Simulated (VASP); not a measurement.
Set up this calculation in VASP 6.6.1, as the native input.

```yaml
Task: relaxation of cell and atoms
Functional: revPBE
Potentials_or_basis: VASP PAW PBE potentials, release 64 (Pb_d, Te)
Cutoff: 600 eV
k_mesh: 7 × 7 × 7
Occupations: fermi-dirac, width 0.05 eV
Spin: no spin polarisation
Further_INCAR_settings: ALGO = Normal; EDIFF = 1e-07; IBRION = 2; EDIFFG = -0.02; NSW = 60; ISIF = 3
```

The structure of TePb lies in POSCAR:

```
TePb
1.0
    0.0000000000      3.2310000000      3.2310000000
    3.2310000000      0.0000000000      3.2310000000
    3.2310000000      3.2310000000      0.0000000000
Pb Te
1 1
Direct
    0.0000000000      0.0000000000      0.0000000000
    0.5000000000      0.5000000000      0.5000000000
```

The input as run:

INCAR

```
PREC = Accurate
ENCUT = 600
EDIFF = 1E-7
ISMEAR = -1
SIGMA = 0.05
LREAL = False
LASPH = True
NELM = 60
ALGO = Normal
ISIF = 3
LWAVE = False
LCHARG = False
GGA = RE
IBRION = 2
NSW = 60
EDIFFG = -0.02
```

KPOINTS

```
regular mesh
0
Gamma
  7 7 7
```

Potentials or basis: VASP PAW PBE potentials, release 64 (Pb_d, Te).

Run with:

```sh
$ cat potpaw_PBE.64/Pb_d/POTCAR potpaw_PBE.64/Te/POTCAR > POTCAR
$ mpirun -np 1 vasp_std > vasp.out
```

It gave:

| Property | Result |
| --- | --- |
| Relaxed volume | 36.38 Å³/atom |
| Relaxed cell | a = 4.686 Å, b = 4.686 Å, c = 4.686 Å, α = 60.00°, β = 60.00°, γ = 60.00° |
| Space group after relaxing (to 0.05 Å) | Fm-3m (No. 225) |
| Energy gained by relaxing | 24.8 meV/atom |
| Ionic steps | 3 |
| Pressure after relaxing | 0.0 GPa |

Caveat: the PAW data sets were made with another functional, which shifts forces and pressure a little.

Wall time 55 s on 1 thread of Intel(R) Xeon(R) Platinum 8559C (Emerald Rapids), on a shared host, peak memory 0.24 GiB.
